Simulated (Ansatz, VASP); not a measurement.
TiO2 in VASP and in Ansatz

```
Ti O
1.0
     4.75170    0.00000    0.00000
     0.00000    4.75170    0.00000
     0.00000    0.00000    2.80580
Ti O
2 4
Direct
  0.00000 0.00000 0.00000
  0.50000 0.50000 0.50000
  0.30510 0.30510 0.00000
  0.19490 0.80510 0.50000
  0.69490 0.69490 0.00000
  0.80510 0.19490 0.50000
```

Alike in both runs: task single point; functional PBE; k mesh 6 × 6 × 10; occupations gaussian, width 0.05 eV; no spin polarisation.

```csv
,VASP,Ansatz
version,VASP 6.6.1,Ansatz 0.2.0
potentials or method,"VASP PAW PBE potentials, release 64 (Ti_sv, O)","scalar-relativistic, plane waves, PAW"
plane-wave cutoff (eV),520,520
valence electrons in the cell,48,48
```

|  | VASP | Ansatz | Ansatz less VASP |
| --- | --- | --- | --- |
| gap on the k mesh at the Fermi level (eV) | 2.00 | 2.03 | +0.025 |
| least direct gap on the mesh (eV) | 2.02 | 2.04 | +0.023 |
| pressure (GPa) | 6.9 | 6.3 | -0.66 |
| largest component of the traceless stress (GPa) | 16.20 | 15.89 | -0.304 |
| rms of the force components (eV/Å) | 0.067 | 0.042 | -0.0246 |

Atom by atom the forces differ by 0.025 eV/Å (rms over components).

A k mesh can miss the band edges.
